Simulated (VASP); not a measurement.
**KBr in VASP 6.6.1, single-point calculation**

INCAR

```
ISIF = 2
ISMEAR = -1
SIGMA = 0.02
NELM = 69
ENCUT = 520
LWAVE = .FALSE.
LCHARG = .FALSE.
LASPH = .TRUE.
PREC = Accurate
NSW = 0
IVDW = 11
NBANDS = 15
LREAL = .FALSE.
IBRION = -1
GGA = PE
ALGO = Normal
EDIFF = 1E-7
```

KPOINTS

```
KPOINTS created by Atomic Simulation Environment
0
Gamma
6 6 6
0 0 0
```

POSCAR

```
K  Br
 1.0000000000000000
     0.0000000000000000    3.3024387009999998    3.2720562648999998
     3.3024387009999998    0.0000000000000000    3.2720562648999998
     3.3024387009999998    3.3024387009999998    0.0000000000000000
 K   Br
   1   1
Cartesian
  0.0000000000000000  0.0000000000000000  0.0000000000000000
  3.3024387010000003  3.3024387010000003  3.2720562648999989
```

The recommended PBE PAW datasets give the neutral cell 16 valence electrons.

Command

```
mpirun -np 1 vasp_std
```

Problem. How does this run end, and what does it give?

Solution. It converged. Results: gap between bands v and c on the k mesh 4.45 eV; least direct gap on the k mesh 4.45 eV; pressure 0.7 GPa. Band v is the last that the valence electrons fill when counted band by band, and c is the next.

OSZICAR

```
N       E                     dE             d eps       ncg     rms          rms(c)
DAV:   1     0.100983260710E+03    0.10098E+03   -0.67942E+03   900   0.932E+02
DAV:   2    -0.496111838856E-02   -0.10099E+03   -0.93752E+02  1138   0.229E+02
DAV:   3    -0.612052038398E+01   -0.61156E+01   -0.60846E+01  1250   0.504E+01
DAV:   4    -0.638148422951E+01   -0.26096E+00   -0.26089E+00  1299   0.883E+00
DAV:   5    -0.638325821322E+01   -0.17740E-02   -0.17740E-02  1278   0.851E-01    0.315E+00
DAV:   6    -0.621302952067E+01    0.17023E+00   -0.21513E-01  1103   0.224E+00    0.230E+00
DAV:   7    -0.620210718117E+01    0.10922E-01   -0.10698E-01  1215   0.176E+00    0.103E+00
DAV:   8    -0.621091999111E+01   -0.88128E-02   -0.11652E-02   998   0.789E-01    0.113E-01
DAV:   9    -0.621173713095E+01   -0.81714E-03   -0.83603E-04  1208   0.178E-01    0.776E-02
DAV:  10    -0.621200816386E+01   -0.27103E-03   -0.26649E-04   928   0.946E-02    0.110E-02
DAV:  11    -0.621202652902E+01   -0.18365E-04   -0.27197E-05  1155   0.302E-02    0.609E-03
DAV:  12    -0.621202807236E+01   -0.15433E-05   -0.40781E-06   942   0.133E-02    0.136E-03
DAV:  13    -0.621202817553E+01   -0.10316E-06   -0.10885E-07  1164   0.183E-03    0.656E-04
DAV:  14    -0.621202829603E+01   -0.12050E-06   -0.21212E-08   695   0.960E-04    0.313E-04
DAV:  15    -0.621202829852E+01   -0.24893E-08   -0.40185E-09   618   0.336E-04
   1 F= -.66358273E+01 E0= -.66358273E+01  d E =-.906975E-11
```

Standard output (part)

```
POSCAR found type information on POSCAR K Br
 POSCAR found :  2 types and       2 ions
 LDA part: xc-table for (Slater+PW92), standard interpolation
 POSCAR, INCAR and KPOINTS ok, starting setup
 WAVECAR not read
 entering main loop
```

For comparison, a separate PBE run of the intended cell, on usual settings and not on those above, gives a gap of 4.45 eV on its mesh and a pressure of 0.9 GPa.
